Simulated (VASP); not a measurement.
**Cu under changes of volume**

One of the cells (10.987 Å³/atom); the others are scaled copies at fixed shape and fractional positions:

```xyz
1
Lattice="-1.4432 1.4432 1.3188 1.4432 -1.4432 1.3188 1.4432 1.4432 -1.3188" Properties=species:S:1:pos:R:3 pbc="T T T"
Cu    2.8864    0.0000    0.0000
```

This isn't the form of Cu at room conditions, which is fcc.

```yaml
Program: VASP 6.6.1
Functional: LDA
Potentials_or_basis: VASP PAW LDA potentials, release 64 (Cu)
Cutoff: 520 eV
k_mesh: 12 × 12 × 12
Occupations: fermi-dirac, width 0.05 eV
Spin: no spin polarisation
```

| volume (Å³/atom) | energy over the lowest point (meV/atom) | pressure (GPa) |
| --- | --- | --- |
| 10.548 | ? | ? |
| 10.767 | 2.61 | 3.8 |
| 10.987 | 0.00 | 0.0 |
| 11.207 | 2.35 | -3.4 |
| 11.426 | 9.09 | -6.5 |

Q: What does the run at 10.548 Å³/atom give?

A: Energy over the lowest point 10.83 meV/atom; pressure 8.2 GPa.

Worked out: A Birch-Murnaghan fit of order 2 (a polynomial in V^(-2/3)) to the other rows has its minimum at 10.99 Å³/atom with B0 = V·E''(V) = 179 GPa at fixed shape and positions, which overstates the stiffness. It gives 10.61 meV/atom at 10.548 Å³/atom, against the run's 10.83, and -dE/dV = 8.0 GPa, against 8.2.

Energies are extrapolated to zero smearing.
